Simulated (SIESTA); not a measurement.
## ZrC in SIESTA: the effect of functional

The system is ZrC.

```
Zr C
1.0
     0.00000    2.36500    2.36500
     2.36500    0.00000    2.36500
     2.36500    2.36500    0.00000
Zr C
1 1
Direct
  0.50000 0.50000 0.50000
  0.00000 0.00000 0.00000
```

Alike in all runs:

| Quantity | Value |
| --- | --- |
| Program | SIESTA 5.4.2 |
| Task | single point |
| Basis | DZP (energy shift 0.003 Ry; two zetas on semicore shells) |
| Grid cutoff | 800 Ry |
| Energy shift | 0.003 Ry |
| k mesh | 10 × 10 × 10 |
| Occupations | fermi-dirac, width 0.05 eV |
| Spin | no spin polarisation |

```csv
functional,potentials or basis,pressure (GPa)
LDA,PseudoDojo 0.4 standard (LDA files),-10.3
PBEsol,PseudoDojo 0.4 standard (PBEsol files),-6.4
AM05,PseudoDojo 0.4 standard (PBEsol files),-7.0
WC,PseudoDojo 0.4 standard (PBEsol files),-5.7
PBE,PseudoDojo 0.4 standard (PBE files),-0.9
PW91,PseudoDojo 0.4 standard (PBE files),-0.9
revPBE,PseudoDojo 0.4 standard (PBE files),0.9
RPBE,PseudoDojo 0.4 standard (PBE files),?
BLYP,PseudoDojo 0.4 standard (PBE files),6.7
```

What does the run with functional RPBE give?

Pressure 1.6 GPa.

Caveats: the basis of atomic orbitals isn't converged, which shifts pressures, moduli and gaps; the potentials were made for another functional, which shifts forces and pressure (some runs).
